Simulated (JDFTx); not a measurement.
Runs of JDFTx 1.7.0 (patched build) on C. Symmetry: Fd-3m, No. 227, cubic system. The conventional cell has a = 3.567 Å, b = 3.567 Å, c = 3.567 Å, α = 90.00°, β = 90.00°, γ = 90.00°. C (site symmetry -43m) has 4 C at 1.54 Å as nearest neighbours. This isn't the form of C at room conditions, which is graphite.

```csv
task,level,potentials or basis,k mesh,cutoff (eV),band ratio of the Davidson solver,local potential set to -Z/r beyond,max SCF steps,SCF threshold on the energy,solver of the electrons,mesh quality,gap on the mesh (eV),pressure (GPa)
single point,r2SCAN,SG15-PBE-1.2 with smoothed tails,13 × 13 × 13,1361,-,6 bohr,100,1e-09 Ha,scf,not flagged,4.27,-2.4
single point,BJ06,SG15-PBE-1.2,13 × 13 × 13,1088,-,-,100,1e-09 Ha,scf,not flagged,4.10,-
single point,HSEsol,PseudoDojo-SR-PBE-0.5-standard,5 × 5 × 5,1007,-,-,100,1e-07 Ha,scf,coarse,(a),(b)
single point,PBEsol,PseudoDojo-SR-PBEsol-0.4.1-standard with smoothed tails,13 × 13 × 13,1116,-,6 bohr,100,1e-09 Ha,scf,not flagged,4.05,-3.2
```

Alike in all rows: no spin polarisation; cell as given; smearing fermi-dirac 0.05 eV.

Estimate the missing entries.

(a) 5.12; (b) -10.9.

Caveats: some runs use coarse meshes; an odd mesh through Γ misses points on the zone boundary, where band edges often lie; the potentials were made for another functional, which shifts forces and pressure (some runs); a model potential gives levels but no total energy (some runs); the cutoff is short for these files and lowers the pressure by up to 1 GPa (some runs); versions of the library of functionals differ on this one, in energies and forces (some runs); the hybrid runs on potentials with a model core (some runs).

Not every run made on this cell is shown here.
